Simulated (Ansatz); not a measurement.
# HfO2 (Pnma) in Ansatz: band structure with PBEsol

Aim: the band structure of HfO2 with PBEsol.

All numbers are computed with Ansatz 0.2.0; they aren't measurements. Logs are shortened: lines on timing, memory, paths and dates and some standing lists are left out, and cuts for length are marked.

### Step 1. The structure

It takes space group Pnma (No. 62, orthorhombic). The conventional cell has a = 5.556 Å, b = 3.334 Å, c = 6.505 Å, α = 90.00°, β = 90.00°, γ = 90.00°. Hf (site symmetry m) is surrounded by 7 O at 2.14 to 2.27 Å. Around O (site symmetry m) lie 4 Hf at 2.14 to 2.17 Å. O (site symmetry m) has 3 Hf at 2.16 to 2.27 Å as nearest neighbours.

Measurements of this composition are mostly on another form, of space group No. 14.

### Step 2. Band structure, PBEsol

Input file input.yaml:

```yaml
crystal:
  lattice:
    - [5.556395, 0.0, 0.0]
    - [0.0, 3.333597, 0.0]
    - [0.0, 0.0, 6.504995]
  atoms:
    - { symbol: Hf, position: [0.748682, 0.75, 0.607871] }
    - { symbol: Hf, position: [0.251318, 0.25, 0.392129] }
    - { symbol: Hf, position: [0.248682, 0.75, 0.892129] }
    - { symbol: Hf, position: [0.751318, 0.25, 0.107871] }
    - { symbol: O, position: [0.639499, 0.25, 0.4234] }
    - { symbol: O, position: [0.360501, 0.75, 0.5766] }
    - { symbol: O, position: [0.139499, 0.25, 0.0766] }
    - { symbol: O, position: [0.860501, 0.75, 0.9234] }
    - { symbol: O, position: [0.520794, 0.25, 0.841453] }
    - { symbol: O, position: [0.479206, 0.75, 0.158547] }
    - { symbol: O, position: [0.020794, 0.25, 0.658547] }
    - { symbol: O, position: [0.979206, 0.75, 0.341453] }
hamiltonian:
  xc: pbesol
  pseudopotentials: { kind: paw }
kpoints:
  mp_grid: { grid: [5, 8, 4] }
  band_path:
    path:
      - [[0.0, 0.0, 0.0], [0.0, -0.5, 0.0], [-0.5, -0.5, 0.0], [-0.5, 0.0, 0.0], [0.0, 0.0, 0.0], [0.0, 0.0, -0.5], [0.0, -0.5, -0.5], [-0.5, -0.5, -0.5], [-0.5, 0.0, -0.5], [0.0, 0.0, -0.5]]
      - [[-0.5, 0.0, 0.0], [-0.5, 0.0, -0.5]]
      - [[0.0, -0.5, -0.5], [0.0, -0.5, 0.0]]
      - [[-0.5, -0.5, 0.0], [-0.5, -0.5, -0.5]]
    npoints: 10
scf:
  occupations: { method: fermi_dirac, width: 0.05 }
  n_extra_bands: 30
output:
  forces: true
  stress: true
  eigenvalues: true
  fatbands: false
```

Potentials or basis: Ansatz PAW.

Started as:

```
$ ansatz run input.yaml --threads 4 --pin off --max-ram 11264MiB --backend cpu --events-out ev --progress --plain --runs-dir out
```

What it wrote:

```text
Warning: RAYON_NUM_THREADS=4 ignored (pool sized by the plan → 4); use --threads N
scf.n_extra_bands = 30 over 76 filled bands (N_el = 152.0): the run solves 106 bands
Engine: ansatz 0.2.0, aarch64-unknown-linux-gnu
Pseudopotentials: kind: paw
Pseudopotential: Hf, paw, valence charge 26, recommended cutoff 420 eV (normal), Hf.paw.azcp
Pseudopotential: O, paw, valence charge 6, recommended cutoff 420 eV (normal), O.paw.azcp
Functional definition: PBEsol
  exchange = pbesol_x
  correlation = pbesol_c
Crystal: 12 atoms, lattice volume = 120.491 Å³
Basis set: ecut = 420 eV, 2361 PW (Γ), exchange–correlation on 80×48×90 points (8 copies of the dense FFT grid, shifted against one another)
[... 52 lines left out ...]
  atom   4  Hf     0.00436637     0.00000000     0.01683015
  atom   5  O     -0.00834078     0.00000000     0.00039749
  atom   6  O      0.00834078     0.00000000    -0.00039749
  atom   7  O     -0.00834078     0.00000000    -0.00039749
  atom   8  O      0.00834078     0.00000000     0.00039749
  atom   9  O      0.00012399     0.00000000     0.02112838
  atom  10  O     -0.00012399     0.00000000    -0.02112838
  atom  11  O      0.00012399     0.00000000    -0.02112838
  atom  12  O     -0.00012399     0.00000000     0.02112838
  max |Σ_I F_I| component: 5.20e-18 eV/Å
--- Stress (GPa, compression-positive) ---
       -5.857329       0.000000       0.000000
        0.000000      -5.904270       0.000000
        0.000000       0.000000      -5.735654
  P = ⅓ Tr σ = -5.8324 GPa (-58.324 kbar)
--- Band table (eV; the first three rows and the last of 45) ---
  k-point 0: bands = ["-43.3782", "-43.3595", "-43.3591", "-43.3548", "-12.4856", "-12.3371", "-12.2751", "-12.1655", "-12.0886", "-12.0338", "-12.0103", "-11.9368", "-11.9320", "-11.9153", "-11.9057", "-11.8870", "-1.4817", "0.1979", "0.2132", "0.7428", "1.0476", "1.0679", "1.1260", "1.3271", "6.6964", "6.7148", "6.7189", "6.7233", "6.7259", "6.7267", "6.7285", "6.7335", "6.7345", "6.7351", "6.7354", "6.7429", "6.7437", "6.7446", "6.7484", "6.7518", "6.7521", "6.7558", "6.7654", "6.7674", "6.7715", "6.7759", "6.7779", "6.7789", "6.7841", "6.7942", "6.8087", "6.8099", "12.0161", "12.1093", "12.5842", "12.7103", "12.8506", "13.2721", "13.2910", "13.3443", "13.6685", "13.8504", "13.9188", "14.0845", "14.6284", "14.8196", "14.8239", "15.3142", "15.4229", "15.7199", "16.0178", "16.4350", "16.4664", "16.9368", "17.2263", "17.2707", "20.6203", "21.5368", "21.6423", "22.1929", "22.8198", "23.0267", "23.1014", "23.8092", "23.9029", "23.9429", "24.1234", "24.2877", "24.3500", "24.7032", "24.8830", "25.0542", "25.3654", "25.4903", "26.5898", "26.7530", "26.8926", "27.7615", "29.3360", "29.9919", "30.9570", "32.0745", "32.8610", "33.5396", "33.8368", "34.1735"]
  k-point 1: bands = ["-43.3763", "-43.3648", "-43.3558", "-43.3547", "-12.4522", "-12.2930", "-12.2523", "-12.2310", "-12.0809", "-12.0166", "-12.0010", "-11.9870", "-11.9506", "-11.9124", "-11.9042", "-11.9012", "-1.2882", "-0.1631", "0.3072", "0.7110", "1.1067", "1.1284", "1.1330", "1.3075", "6.6982", "6.7130", "6.7215", "6.7236", "6.7276", "6.7297", "6.7315", "6.7343", "6.7385", "6.7391", "6.7393", "6.7423", "6.7429", "6.7429", "6.7482", "6.7491", "6.7574", "6.7585", "6.7585", "6.7624", "6.7714", "6.7715", "6.7756", "6.7762", "6.7796", "6.7886", "6.8152", "6.8210", "11.8550", "11.9707", "12.4247", "12.5060", "12.9870", "13.1171", "13.4877", "13.6492", "13.7474", "13.8577", "14.2349", "14.3933", "14.4486", "14.7804", "14.9130", "15.1261", "15.3966", "15.8329", "16.1335", "16.2868", "16.6657", "16.8276", "16.9310", "17.0973", "20.9446", "21.6245", "21.6977", "22.3037", "22.6351", "22.7718", "22.9058", "23.1810", "24.0745", "24.1101", "24.2229", "24.5196", "24.5642", "24.6228", "25.0357", "25.1951", "25.6186", "25.6531", "26.2465", "26.5413", "26.7072", "27.3072", "29.4941", "29.5872", "31.4988", "32.8023", "33.0308", "33.1582", "33.7216", "34.1388"]
  k-point 2: bands = ["-43.3712", "-43.3712", "-43.3546", "-43.3546", "-12.3651", "-12.3651", "-12.1874", "-12.1874", "-12.1146", "-12.1146", "-11.9775", "-11.9775", "-11.9445", "-11.9445", "-11.9067", "-11.9067", "-0.7819", "-0.7819", "0.5212", "0.5212", "1.1385", "1.1385", "1.2441", "1.2441", "6.7043", "6.7043", "6.7249", "6.7249", "6.7328", "6.7328", "6.7373", "6.7373", "6.7383", "6.7383", "6.7415", "6.7415", "6.7415", "6.7415", "6.7508", "6.7508", "6.7543", "6.7543", "6.7623", "6.7623", "6.7720", "6.7720", "6.7750", "6.7750", "6.7755", "6.7755", "6.8244", "6.8244", "11.7809", "11.7809", "12.3229", "12.3229", "13.3468", "13.3468", "13.4202", "13.4202", "13.8651", "13.8651", "14.3574", "14.3574", "14.6435", "14.6435", "15.3317", "15.3317", "15.6662", "15.6662", "15.9613", "15.9613", "16.7143", "16.7143", "16.8778", "16.8778", "21.4836", "21.4836", "22.2391", "22.2391", "22.4727", "22.4727", "22.6002", "22.6002", "24.1339", "24.1339", "24.2628", "24.2628", "25.0984", "25.0984", "25.4196", "25.4196", "25.8457", "25.8457", "26.1831", "26.1831", "26.2945", "26.2945", "29.4928", "29.4928", "32.7214", "32.7214", "32.9478", "32.9478", "34.0169", "34.0169"]
  k-point 44: bands = ["-43.3528", "-43.3528", "-43.3493", "-43.3493", "-12.4571", "-12.4571", "-12.4131", "-12.4131", "-12.0933", "-12.0933", "-12.0897", "-12.0897", "-12.0007", "-12.0007", "-11.9707", "-11.9707", "0.2815", "0.2815", "0.3638", "0.3638", "0.9610", "0.9610", "0.9651", "0.9651", "6.7156", "6.7156", "6.7164", "6.7164", "6.7364", "6.7364", "6.7384", "6.7384", "6.7417", "6.7417", "6.7468", "6.7468", "6.7508", "6.7508", "6.7547", "6.7547", "6.7595", "6.7595", "6.7624", "6.7624", "6.7718", "6.7718", "6.7792", "6.7792", "6.7855", "6.7855", "6.7876", "6.7876", "11.7384", "11.7384", "11.9181", "11.9181", "12.7112", "12.7112", "12.7919", "12.7919", "13.8369", "13.8369", "14.3411", "14.3411", "15.6127", "15.6127", "15.6587", "15.6587", "15.9577", "15.9577", "16.0531", "16.0531", "16.4964", "16.4964", "16.5681", "16.5681", "22.7836", "22.7836", "23.2627", "23.2627", "23.4257", "23.4257", "23.6069", "23.6069", "24.4700", "24.4700", "24.8194", "24.8194", "25.1474", "25.1474", "25.1540", "25.1540", "25.8027", "25.8027", "25.8113", "25.8113", "30.0458", "30.0458", "30.2113", "30.2113", "31.0158", "31.0158", "31.9086", "31.9086", "34.2576", "34.2576"]
```

Wall time 26 s (4 threads of Arm Neoverse V1, shared host); peak memory 1 GiB.

What came out:

```
Free energy             : -66900.0072 eV
Pressure                : -5.8 GPa
Largest force           : 0.021 eV/Å
Band gap on the k mesh  : 3.35 eV, direct
Band gap along the path : 3.35 eV, direct
```

Forces on the atoms (eV/Å):
```
Hf  -0.004  0.000  0.017
Hf   0.004  0.000 -0.017
Hf  -0.004  0.000 -0.017
Hf   0.004  0.000  0.017
O   -0.008  0.000  0.000
O    0.008  0.000  0.000
O   -0.008  0.000  0.000
O    0.008  0.000  0.000
O    0.000  0.000  0.021
O    0.000  0.000 -0.021
O    0.000  0.000 -0.021
O    0.000  0.000  0.021
```

Stress tensor (GPa, compression positive):
```
-5.86  0.00  0.00
 0.00 -5.90  0.00
 0.00  0.00 -5.74
```

Levels at the corners of the path, in eV from the valence-band top:
```
point  band 74  band 75  band 76  band 77  band 78  band 79
    Γ    -0.33    -0.04     0.00     3.35     4.27     4.37
    X    -0.78    -0.68    -0.68     5.09     5.09     5.91
    S    -0.71    -0.71    -0.71     5.62     5.62     5.62
    Y    -0.80    -0.34    -0.34     4.19     4.19     5.44
    Γ    -0.33    -0.04     0.00     3.35     4.27     4.37
    Z    -0.56    -0.39    -0.39     4.21     4.21     4.97
    U    -0.90    -0.78    -0.78     5.04     5.04     6.13
    R    -0.72    -0.72    -0.72     5.77     5.77     5.77
    T    -0.85    -0.41    -0.41     5.03     5.03     5.04
    Z    -0.56    -0.39    -0.39     4.21     4.21     4.97
    Y    -0.80    -0.34    -0.34     4.19     4.19     5.44
    T    -0.85    -0.41    -0.41     5.03     5.03     5.04
    U    -0.90    -0.78    -0.78     5.04     5.04     6.13
    X    -0.78    -0.68    -0.68     5.09     5.09     5.91
    S    -0.71    -0.71    -0.71     5.62     5.62     5.62
    R    -0.72    -0.72    -0.72     5.77     5.77     5.77
```

Caveat: the pressure holds a Pulay correction of +1.0 GPa for the finite cutoff; spin-orbit coupling is left out, which moves the levels of the heavy elements; the PAW data sets come from PBE, with cores solved anew for the run's functional, which leaves a small shift of forces and pressure. As with any semilocal functional, this PBEsol gap is likely too small.
